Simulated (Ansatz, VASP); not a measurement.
# Al2O3 in two plane-wave programs, part 3 of 3

One calculation is typed for both programs; each brings its own data sets. How far apart do they land? Of the first pair: The structure shown is frame 474 of Ansatz's trajectory.

VASP 6.6.1 and Ansatz 0.2.0.

So far. Step 6 (VASP: single point, PBE with D3(BJ), pair 2): The run ends at a pressure of -1.48 GPa, with forces up to 11 eV/Å.

**9. VASP: single point, PBE with D3(BJ), pair 3**

Level of this step: PBE with D3(BJ); plane waves and PAW (Al, O) (VASP).

The same cell, functional, mesh and smearing now go to VASP, with its own data sets.

Contents of INCAR:

```
SYSTEM = Al2O3
PREC = Accurate
ENCUT = 520
EDIFF = 1E-06
NELM = 120
ISMEAR = -1
SIGMA = 0.207
LREAL = Auto
ALGO = Normal
GGA = PE
IVDW = 12
NBANDS = 232
LORBIT = 11
LWAVE = .FALSE.
LCHARG = .FALSE.
ISIF = 2
LASPH = .TRUE.
GGA_COMPAT = .FALSE.
EFERMI = MIDGAP
NCORE = 2
```

Contents of POSCAR:

```
Al2O3
1.0
    9.5429000000      0.0000000000      0.0000000000
    0.0000000000      9.5429000000      0.0000000000
    0.0000000000      0.0000000000      9.5429000000
Al O
30 45
Direct
    0.3714384516      0.8086745119      0.0893753471
    0.4895786396      0.1038677970      0.0003877228
    0.1515891396      0.0485910991      0.5003510463
    0.4303304027      0.6404447285      0.3254042272
    0.3794548827      0.4975217177      0.6144673003
    0.9551603810      0.0955893911      0.8940887990
    0.1071372434      0.7946850538      0.2830376510
    0.6673233503      0.1032704943      0.4846639910
    0.6808517327      0.6264762284      0.1101342359
    0.2059227279      0.5078330487      0.0955789121
    0.4859424284      0.8167852540      0.6476542770
    0.3173773172      0.0687107693      0.7577046810
    0.9935868551      0.3162455857      0.1071267644
    0.9806243385      0.7757599891      0.0369174989
    0.4740592482      0.3158578629      0.2191681774
    0.6855463224      0.8729002714      0.8965723208
    0.7362960945      0.3847677331      0.9701243857
    0.8968971696      0.5441637238      0.2897337287
    0.0189250647      0.4972807008      0.8053212336
    0.9294763646      0.3153339132      0.5240545327
    0.8765469616      0.0475431997      0.2346770898
    0.6542141278      0.3836150436      0.4531117375
    0.2178792610      0.0915864150      0.1692986409
    0.2352324765      0.7138186505      0.8054888975
    0.4115101279      0.3749803519      0.9018222972
    0.7031195968      0.7931446416      0.4313887812
    0.6875792474      0.5950916388      0.7201165264
    0.0099026501      0.9024195999      0.7444697105
    0.1932326651      0.3375703403      0.3761539993
    0.0088757086      0.6293998680      0.5828416938
    0.3711136028      0.3986419223      0.0852990181
    0.0932211382      0.2245334228      0.4789634178
    0.0913873141      0.6420480148      0.7468694003
    0.1008498465      0.4115730019      0.9561139695
    0.8642131847      0.9519118926      0.8309423760
    0.1608420920      0.9973802513      0.3126512905
    0.7502855526      0.9825629526      0.3394041644
    0.1052195873      0.4092047491      0.2293223234
    0.5571471984      0.4941893974      0.2766245062
    0.0055538673      0.4671011957      0.6161753765
    0.3611061627      0.9866288026      0.1043393518
    0.5888775949      0.7507780654      0.7982479121
    0.0646239613      0.8148047239      0.9020842721
    0.7970847436      0.4638003123      0.1343721510
    0.3636839954      0.6707604607      0.6489955883
    0.5356128640      0.2287878947      0.4163199866
    0.3122740467      0.2223328338      0.2698445965
    0.8398390426      0.2104601327      0.9628624422
    0.8393046139      0.4542539480      0.4325100336
    0.3045510275      0.0588814721      0.5832818116
    0.7667690115      0.6696287292      0.2887801402
    0.5795198525      0.9763069926      0.5780108772
    0.9826991795      0.8995169183      0.1712372549
    0.8336145197      0.5098345367      0.8430875310
    0.0233576795      0.9170797137      0.5589391066
    0.5895063346      0.0119355751      0.9163881001
    0.3226901676      0.6303220195      0.9531064980
    0.6026679521      0.4182690796      0.8674931101
    0.2975196219      0.3841285144      0.7157677436
    0.5031489380      0.7721132989      0.3986943172
    0.3315030022      0.9003552379      0.7889530436
    0.7918452462      0.6944115520      0.5990317409
    0.8615934360      0.2360184011      0.2438881263
    0.3564325310      0.2003688606      0.9077114923
    0.5443942617      0.7871192195      0.1152584644
    0.5796770374      0.2382818640      0.0966058536
    0.0646239613      0.1401984722      0.0540820924
    0.0370222888      0.6281319096      0.1204770038
    0.7990443157      0.7501807627      0.0213142755
    0.5814479875      0.5088495112      0.5743537080
    0.7787569816      0.2257280282      0.5568433076
    0.0197214683      0.6962558551      0.4081673286
    0.2801244905      0.6900103742      0.2372025275
    0.3307065986      0.4644814469      0.4164352555
    0.0765071414      0.0750086452      0.7604501776
```

Contents of KPOINTS:

```
Automatic mesh
0
Gamma
1 1 1
0 0 0
```

Potentials, in the order of the species: Al and O (PBE family, release 64).

Launch:

```sh
$ mpirun -np 8 vasp_gam
```

Numbers of over 12 decimals in the logs are rounded to 6 here.

The log of the run:

```text
[... set-up lines as in an earlier step ...]
 entering main loop
       N       E                     dE             d eps       ncg     rms          rms(c)
DAV:   1     0.301150622701E+04    0.30115E+04   -0.20912E+05   472   0.152E+03
DAV:   2    -0.333557036955E+03   -0.33451E+04   -0.32111E+04   576   0.355E+02
DAV:   3    -0.605046481459E+03   -0.27149E+03   -0.26919E+03   536   0.107E+02
DAV:   4    -0.610137996287E+03   -0.50915E+01   -0.50697E+01   552   0.161E+01
[...]
DAV:  15    -0.523858459097E+03   -0.28309E-04   -0.63794E-05   504   0.229E-02    0.123E-02
DAV:  16    -0.523858464341E+03   -0.52443E-05   -0.19386E-05   544   0.134E-02    0.708E-03
DAV:  17    -0.523858464917E+03   -0.57614E-06   -0.77111E-06   512   0.802E-03
   1 F= -.53681280E+03 E0= -.53678683E+03  d E =-.519545E-01
```

From OUTCAR (step 9):

```text
 Edisp (eV)  -12.95434

  Total     -18.95001    -2.01924    -8.70590    -2.58873    11.18059     0.67019
  in kB     -34.93647    -3.72270   -16.05030    -4.77262    20.61267     1.23556
  external pressure =      -18.24 kB  Pullay stress =        0.00 kB

 POSITION                                       TOTAL-FORCE (eV/Angst)
 -----------------------------------------------------------------------------------
      3.54460      7.71710      0.85290         0.355522     -2.770389     -1.074299
      4.67200      0.99120      0.00370        -3.303450      3.893274      4.987653
      1.44660      0.46370      4.77480        -1.135012     -1.501872     -0.245006
      4.10660      6.11170      3.10530         0.268066     -5.844248     -0.606106
      3.62110      4.74780      5.86380         2.002660     -0.999289     -3.917278
      9.11500      0.91220      8.53220         1.052579      2.083623      1.340452
      1.02240      7.58360      2.70100        -0.125992      0.771131      0.212885
      6.36820      0.98550      4.62510        -1.855791     -1.073375     -1.780570
      6.49730      5.97840      1.05100         0.363268      3.099015      3.605790
      1.96510      4.84620      0.91210         0.440196      1.288862     -1.638311
      4.63730      7.79450      6.18050        -0.990539      2.519788     -0.054776
      3.02870      0.65570      7.23070        -2.410280      3.739377      0.546813
      9.48170      3.01790      1.02230        -2.167054     -2.398364     -1.173122
      9.35800      7.40300      0.35230        -4.958182     -1.256624      3.161022
[...]
-----------------------------------------------------------------------------------
    total drift:                                0.025799     -0.007458      0.012156

  FREE ENERGIE OF THE ION-ELECTRON SYSTEM (eV)
  ---------------------------------------------------
  free  energy   TOTEN  =      -536.8128027597 eV

  energy  without entropy=     -536.7608482277  energy(sigma->0) =     -536.78682549

[... 1 part as in an earlier step ...]

[... 2 further parts left out ...]
[key lines of the parts left out:]
E-fermi :   4.9789
```

The run ends at a pressure of -1.82 GPa, with forces up to 8.4 eV/Å.

**10. Differences**

Forces on 7 of the 75 atoms, those with the largest forces and the largest differences (eV/Å; atoms numbered as in POSCAR):

```
atom         Ansatz x, y, z           VASP x, y, z
 Al2   -3.235, 3.851, 4.926   -3.303, 3.893, 4.988
Al14  -4.889, -1.256, 3.097  -4.958, -1.257, 3.161
Al24    5.310, 3.147, 2.218    5.340, 3.191, 2.202
Al30  -2.688, 6.556, -4.243  -2.709, 6.656, -4.268
 O40  -0.083, -7.307, 1.258  -0.096, -7.434, 1.270
 O43   5.119, 1.715, -4.230   5.183, 1.741, -4.328
 O60    3.408, 2.806, 4.220    3.444, 2.864, 4.268
```

The forces differ by 30 meV/Å r.m.s., which is 1.4 % of the r.m.s. force of 2.084 eV/Å (both taken over all components).

**11. Results**

```
r.m.s. force difference (single point, PBE with D3(BJ), pair 1) : 1.6 % of the r.m.s. force
r.m.s. force difference (single point, PBE with D3(BJ), pair 2) : 1.6 % of the r.m.s. force
r.m.s. force difference (single point, PBE with D3(BJ), pair 3) : 1.4 % of the r.m.s. force
```

In words: The r.m.s. force difference is 1.6 % of the r.m.s. force (single point, PBE with D3(BJ), pair 1), within the 3 % picked in this series as the mark of a large difference. How closely two codes agree says nothing of how well the functional describes the real material.

[Lines on the potential files, build, host, timing and source positions are cut from VASP's logs without a mark.]

[Logs are printed without paths, hosts, clocks, repeated set-up lines and the standing remarks that a program may print on its own settings, such as how far it seeks lower states.]

[Hosts, paths, dates, database ids (printed as entryN), source tags and the programs' standing remarks are cut or masked in the printed files.]
